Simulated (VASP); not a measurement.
A run of VASP 6.6.1 is set up as follows.

Contents of run.py:

```python
from ase.calculators.vasp import Vasp
from ase.dft.dos import DOS
from ase.io import read

atoms = read('POSCAR')
calc = Vasp(
    directory='calc',
    xc='blyp',
    pp='PBE',
    setups={'base': 'minimal', 'O': '_h'},
    prec='Accurate',
    encut=900,
    ediff=1e-06,
    ismear=0,
    sigma=0.1,
    lreal=False,
    lasph=True,
    nelm=80,
    algo='Normal',
    isif=2,
    lwave=False,
    lcharg=False,
    ivdw=12,
    vdw_s6=1.0,
    vdw_s8=2.6996,
    vdw_a1=0.4298,
    vdw_a2=4.2359,
    lorbit=11,
    kpts=[11, 11, 11],
    gamma=True,
    nbands=11,
)
atoms.calc = calc

print('energy (eV):', atoms.get_potential_energy())
print('free energy (eV):', atoms.get_potential_energy(force_consistent=True))
print('forces (eV/A):')
print(atoms.get_forces())
print('stress (eV/A^3, Voigt):', atoms.get_stress())
print('Fermi level (eV):', calc.get_fermi_level())
dos = DOS(calc, width=0.05, window=(-10, 10), npts=201)
print('E - E_F (eV), DOS (1/eV)')
for e, g in zip(dos.get_energies(), dos.get_dos()):
    print(f'{e:8.3f} {g:10.4f}')
```

The input POSCAR:

```
MgO
1.0
    0.0000000000      2.0970013927      2.0970013927
    2.0970013927      0.0000000000      2.0970013927
    2.0970013927      2.0970013927      0.0000000000
Mg O
1 1
Direct
   -0.0035920000     -0.0040530000      0.0095850000
    0.4991780000      0.5060980000      0.4910500000
```

Potentials or basis: VASP PAW PBE potentials, release 64 (Mg, O_h).

Launch:

```console
$ python run.py
```

(1) Estimate the largest force.

(2) Predict the band gap on the k mesh.

(3) Estimate the pressure.

(4) Predict the dispersion energy per atom.

## Answers

(1) 0.269 eV/Å.

(2) 5.14 eV, direct.

(3) -3.1 GPa.

(4) -0.646 eV.

Caveat: the cutoff is under 1.25 times the usual one of these potentials, so pressure, stress and relaxed cells hold a basis-set (Pulay) error; the PAW data sets were made with another functional, which shifts forces and pressure a little.
